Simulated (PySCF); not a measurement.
# Telling isomers of C5H11N apart by NMR

PySCF 2.14.0 with density-fitted response routines calculation with GFN2-xTB geometry and NMR shieldings at PBE0/pcSseg-1/GIAO; non-relativistic, equivalent nuclei averaged, isolated molecule, a single conformation.

δ = σ(ref) − σ, references computed at the same level: ¹H (σ = 31.72 ppm) and ¹³C (σ = 186.93 ppm) vs TMS. Where no couplings were computed, multiplicities follow the n + 1 count of equivalent neighbours, and m marks all less simple cases (inequivalent or close neighbours, rings, F or P nearby). Shifts are as computed. Against solution values, carbons near 30 ppm lie about +3 ppm off and those near 130 ppm about +5 ppm. Of 1211 compounds with measured shifts, 218 miss one by over three times the rms of a fit or turn the order of signals round; such compounds aren't used in these exercises. OH and NH positions are gas-phase values without hydrogen bonding to other molecules.

(1) Tabulate the signals of `C=CN(C)CC`, `C1CCNCC1` and their relative energies.

(2) What is the quickest way to tell C=CN(C)CC from C1CCNCC1?

Answers

(1) 
| SMILES | carbon types | δC | δH | E rel. (kcal/mol) |
| --- | --- | --- | --- | --- |
| C=CN(C)CC | 1×CH 2×CH2 2×CH3 | 147.4, 84.2, 55.5, 35.6, 14.1 | 6.21 (m, 1H), 3.88 (m, 1H), 3.64 (m, 1H), 3.13 (q, 2H), 2.63 (s, 3H), 0.94 (t, 3H) | 19.8 |
| C1CCNCC1 | 5×CH2 | 52.1, 33.2, 29.5 | 2.87 (m, 4H), 1.68 (m, 2H), 1.29 (m, 4H), -0.05 (br s, 1H) | 0.0 |

Energies are electronic energies at PBE0/pcSseg-1 on these geometries, without zero-point or thermal terms, each for the one conformer computed, which needn't be the lowest.

(2) Count the carbon signals: 5 against 3. The first has an alkene carbon bearing nitrogen (CH) at 147.4 ppm, the second an sp3 CH2 in a ring at 29.5 ppm. Their most deshielded carbons lie at 147.4 and 52.1 ppm. In the proton spectra the most deshielded non-exchanging signals are 6.21 (m, 1H) and 2.87 (m, 4H).
